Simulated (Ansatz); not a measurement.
A plane-wave DFT run in Ansatz 0.2.0 (scalar-relativistic PAW potentials unless the input names others): input and command.

```yaml
crystal:
  lattice:
    - [3.2184289164, 0.0, 0.0]
    - [-1.6092144582, 2.7872412019, 0.0]
    - [0.0, 0.0, 5.2430304702]
  atoms:
    - { symbol: Ga, position: [0.3333333333, 0.6666666667, 0.9991316875] }
    - { symbol: Ga, position: [0.6666666667, 0.3333333333, 0.4991316875] }
    - { symbol: "N", position: [0.4146613738, 0.7073306869, 0.3608311594] }
    - { symbol: "N", position: [0.6666666667, 0.3333333333, 0.8758683125] }
basis:
  ecutwfc: 420
kpoints:
  mp_grid: { grid: [12, 12, 6] }
hamiltonian:
  xc: pbe
scf:
  occupations: { method: fermi_dirac, width: 0.3 }
  n_extra_bands: 0
  max_iter: 50
output:
  forces: true
  eigenvalues: true
  stress: true
```

```bash
ansatz run input.yaml --threads 1 --pin off --max-ram 2560MiB --backend cpu --events-out ev --progress --plain --runs-dir out
```

**Question.** What is wrong with this input?

**Answer.** The program refuses it, because of too few bands (scf.n_extra_bands: not typed → 0). Also changed, but not at fault: scf.occupations: {"method": "gaussian", "width": 0.05} → {"method": "fermi_dirac", "width": 0.3}. With the sound run's settings it is accepted.

Abridged log:
```
Error: inconsistent input (scf.n_extra_bands, scf.occupations.method): n_bands = 18 leaves no empty band above the 18 bands per channel that the deck's 36 electrons occupy, and the occupations search for the Fermi level (a smearing at a finite width, or tetrahedra): a level found among occupied bands alone can fill a metal as an insulator; raise scf.n_extra_bands until at least 19 bands are solved (omitted, it auto-derives to 24) (see scf.n_extra_bands in the input reference)
```